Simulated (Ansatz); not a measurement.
Input and command of a plane-wave DFT calculation in Ansatz:

```yaml
crystal:
  lattice:
    - [3.355005, 0.0, 0.0]
    - [0.0, 5.674104, 0.0]
    - [0.0, 0.0, 4.22197]
  atoms:
    - { symbol: Sn, position: [-0.0474213975, 0.2038695024, 0.513144] }
    - { symbol: Sn, position: [0.5, 0.768091, 0.013144] }
    - { symbol: O, position: [0.0, 0.89125, 0.736857] }
    - { symbol: O, position: [0.5, 0.10875, 0.236857] }
basis:
  ecutwfc: 420
kpoints:
  mp_grid: { grid: [8, 6, 6] }
hamiltonian:
  xc: lda
scf:
  occupations: { method: gaussian, width: 0.05 }
output:
  forces: true
  stress: true
  eigenvalues: true
```

```bash
ansatz run input.yaml --threads 1 --pin off --max-ram 2560MiB --backend cpu --events-out ev --progress --plain --runs-dir out
```

Processor: Arm Neoverse V1, 1 thread, on a host shared with other jobs.

Estimate time, memory and problem size.

About 25 s on 1 thread of Arm Neoverse V1, with other jobs on the host, peak memory 0.45 GiB. It solves 24 bands at 148 k points (the mesh reduced by the symmetry that the task leaves, which can be less than the crystal's) with about 1551 plane waves, in 8 SCF iterations.
